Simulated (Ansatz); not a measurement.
# Ba: the cost of one run

Computed with Ansatz 0.2.0 (DFT PBE, scalar-relativistic, plane waves, PAW, unless a step's input says otherwise).

1 further run of the same task is left out (set aside as unsound or not needed).

### Step 1. The system as given

Symmetry: Im-3m, No. 229, cubic system. The conventional cell has a = 5.020 Å, b = 5.020 Å, c = 5.020 Å, α = 90.00°, β = 90.00°, γ = 90.00°. Around Ba (site symmetry m-3m) lie 8 Ba at 4.35 Å.

As a file:

```
Ba
1.0
    -2.51009    2.51009    2.51009
     2.51009   -2.51009    2.51009
     2.51009    2.51009   -2.51009
Ba
1
Direct
  0.00000 0.00000 0.00000
```

This cell was relaxed beforehand with the same method: volume 63.26 Å³/atom, gap on the mesh none (metal).

### Step 2. Next: energy and stress against strain

The cell is strained by ε times the Voigt pattern (0, 0, 0, 0, 1, 0) (xx, yy, zz, yz, xz, xy; engineering shear), with fractional coordinates fixed (clamped ions). The stress on the pattern is the sum of the stress components weighted by it, tension positive.

### Step 3. ε = -0.0400

The input, input.yaml:

```yaml
crystal:
  lattice:
    - [-2.56029315, 2.5100913235, 2.56029315]
    - [2.459889497, -2.5100913235, 2.459889497]
    - [2.56029315, 2.5100913235, -2.56029315]
  atoms:
    - { symbol: Ba, position: [0.0, 0.0, 0.0] }
basis:
  ecutwfc: 420
kpoints:
  mp_grid: { grid: [18, 18, 18] }
hamiltonian:
  xc: pbe
scf:
  occupations: { method: gaussian, width: 0.15 }
output:
  forces: true
  stress: true
  eigenvalues: true
```

What time and memory should one allow on 1 thread of an Arm CPU, shared host?

About 24 s, with a peak of 0.73 GiB.
